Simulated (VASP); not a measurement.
# NaF (CsCl): one LDA single-point calculation in two programs

```
CELL_PARAMETERS angstrom
2.79349 0.00000 0.00000
0.00000 2.79349 0.00000
0.00000 0.00000 2.79349
ATOMIC_POSITIONS crystal
Na 0.00000 0.00000 0.00000
F 0.50000 0.50000 0.50000
```

Each program uses its own PAW datasets. VASP's cell holds 14 valence electrons and Ansatz's 16. LDA means the Perdew–Zunger form with relativistic exchange in VASP and the Perdew–Wang form in Ansatz. Ansatz's stress includes a Pulay correction; VASP's doesn't.

Cutoffs: 520 eV in VASP, 420 eV in Ansatz. k meshes: 10×10×10 and 10×10×10.

```tsv
	VASP	Ansatz
gap between bands v and c	5.78 eV	5.80 eV
least direct gap	6.13 eV	6.15 eV
pressure	-3.6 GPa	-3.5 GPa
```

Band v is the last that the valence electrons fill when counted band by band, and c is the next. Levels in eV from the top of v, Ansatz:

| point | v−1 | v | c | c+1 |
| --- | --- | --- | --- | --- |
| Γ | -0.35 | -0.35 | 5.80 | 15.32 |
| X | -0.22 | -0.22 | 10.52 | 11.54 |
| M | -1.94 | 0.00 | 11.57 | 14.88 |
| R | -1.71 | -1.71 | 13.99 | 13.99 |

VASP:

```
point    v−1      v      c    c+1
    Γ  -0.35  -0.35   5.78  15.29
    X  -0.22  -0.22  10.49  11.53
    M  -1.95   0.00  11.55  14.86
    R  -1.71  -1.71  13.95  13.95
```
